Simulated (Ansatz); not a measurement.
MoSe2 built on the 2H-MoS2 prototype: a single-point calculation in the plane-wave code Ansatz (PBE+SOC). Cell and atoms come from a relaxation with r2SCAN+rVV10.

```yaml
crystal:
  lattice:
    - [3.305392696, 0.0, 0.0]
    - [-1.652696348, 2.8625540442, 0.0]
    - [0.0, 0.0, 13.087834096]
  atoms:
    - { symbol: Mo, position: [0.3333333333, 0.6666666667, 0.25] }
    - { symbol: Mo, position: [0.6666666667, 0.3333333333, 0.75] }
    - { symbol: Se, position: [0.6666666667, 0.3333333333, 0.376631369] }
    - { symbol: Se, position: [0.6666666667, 0.3333333333, 0.123368631] }
    - { symbol: Se, position: [0.3333333333, 0.6666666667, 0.876631369] }
    - { symbol: Se, position: [0.3333333333, 0.6666666667, 0.623368631] }
kpoints:
  mp_grid: { grid: [12, 12, 2] }
  band_path:
    path:
      - [0.0, 0.0, 0.0]
      - [0.5, 0.0, 0.0]
      - [0.3333333333, 0.3333333333, 0.0]
      - [0.0, 0.0, 0.5]
      - [0.5, 0.0, 0.5]
      - [0.3333333333, 0.3333333333, 0.5]
      - [0.182292, 0.184896, 0.0]
    npoints: 1
hamiltonian:
  xc: pbe
scf:
  occupations: { method: fermi_dirac, width: 0.02 }
  n_extra_bands: 10
magnetization:
  noncollinear: true
  spin_orbit: true
output:
  forces: true
  stress: true
  eigenvalues: true
```

The output follows, shortened, with numbered blanks.
```
scf.n_extra_bands = 10 over 92 filled bands (N_el = 92.0): the run solves 102 bands
Pseudopotential: Mo, paw_fr, valence charge 14, recommended cutoff 420 eV (normal)
Pseudopotential: Se, paw_fr, valence charge 16, recommended cutoff 420 eV (normal)
Functional definition: PBE
Crystal: 6 atoms, lattice volume = 123.835 Å³
[1]
Symmetry: 24 space group operations + 24 with time reversal
Magnetic group: BNS 194.264 (UNI 1494)
k-points: 38 of 288
Projection manifold: j_resolved (fully-relativistic pseudo-atomic orbitals)
SCF 1 converged in 9 iterations: F = -31795.386021 eV  dr2 = 7.98e-8
NSCF: frozen V_eff on 7 k-points
Free energy (F): -31795.386021 eV
[2]
--- Per-component energies (eV) ---
  E_band       = -1663.214035
  E_kinetic    = 1359.547031
  E_local      = -12137.692262
  E_nonlocal   = -2095.551315
  E_hartree    = 5738.910099
  E_xc         = -785.914151
  E_vxc        = -853.664147
  E_paw        = -14051.873618
  E_vpaw       = 586.328099
  E_ewald      = -9822.809529
--- Forces (eV/Å), atoms counted from 1 ---
  atom   1  Mo      0.00000      0.00000      0.00000
  atom   2  Mo      0.00000      0.00000      0.00000
  atom   3  Se      0.00000      0.00000      0.19923
  atom   4  Se      0.00000      0.00000    -0.19923
  atom   5  Se      0.00000      0.00000      0.19923
  atom   6  Se      0.00000      0.00000    -0.19923
--- Stress (GPa, compression-positive) ---
        2.104723       0.000000       0.000000
        0.000000       2.104723       0.000000
        0.000000       0.000000       3.673787
  P = ⅓ Tr σ = 2.6277 GPa (26.277 kbar)
--- Band table (eV; the first three rows and the last of 38) ---
[3]
```

The rows of the band table are 0: (0, 0, 0) = Γ, 1: (0, 0, -1/2) = A, 2: (0, 0.083, 0), 37: (1/3, 1/3, -1/2) = H.

Q: Give the withheld lines. They hold the Fermi energy and the band table, cutoff and plane waves at Γ.

A:
```
[1]
Basis set: ecut = 420 eV, 2491 PW (Γ)
[2]
Fermi energy:    12.476253 eV
[3]
  k-point 0: bands = […, 10.5845, 10.5845, 11.0440, 11.0440, 11.1633, 11.1633, 12.0418, 12.0418, 14.3585, 14.3585, 14.4127, 14.4127, 14.5905, 14.5905, …]
  k-point 1: bands = […, 10.5654, 10.5654, 10.5654, 10.5654, 11.8528, 11.8528, 11.8528, 11.8528, 14.3763, 14.3763, 14.3763, 14.3763, 14.6372, 14.6372, …]
  k-point 2: bands = […, 10.5402, 10.5402, 11.0460, 11.0460, 11.3527, 11.3527, 11.8878, 11.8878, 14.2391, 14.2391, 14.2583, 14.2583, 14.3648, 14.3648, …]
  k-point 37: bands = […, 9.5008, 9.5008, 9.5296, 9.5296, 11.5444, 11.5444, 11.7276, 11.7276, 13.1139, 13.1139, 13.1355, 13.1355, 14.2188, 14.2188, …]
```
Only the leading digits can be foreseen; the rest is this run's record.

PBE+SOC gives an indirect gap of 0.88 eV, from Γ to K–Γ (0.45 of the way from K); the least direct gap is 1.34 eV at K. The gap is the least over the mesh and the extra points. The mean pressure at these positions is +2.63 GPa, compression counted positive. The largest force is 0.20 eV/Å.

Wall time 8.5 s on 1 × NVIDIA H100 80GB HBM3 with 2 threads of AMD EPYC 7R13 Processor (Zen 3) (shared host); peak host memory 1.3 GiB.

(Simulation; no magnetic order is allowed.)
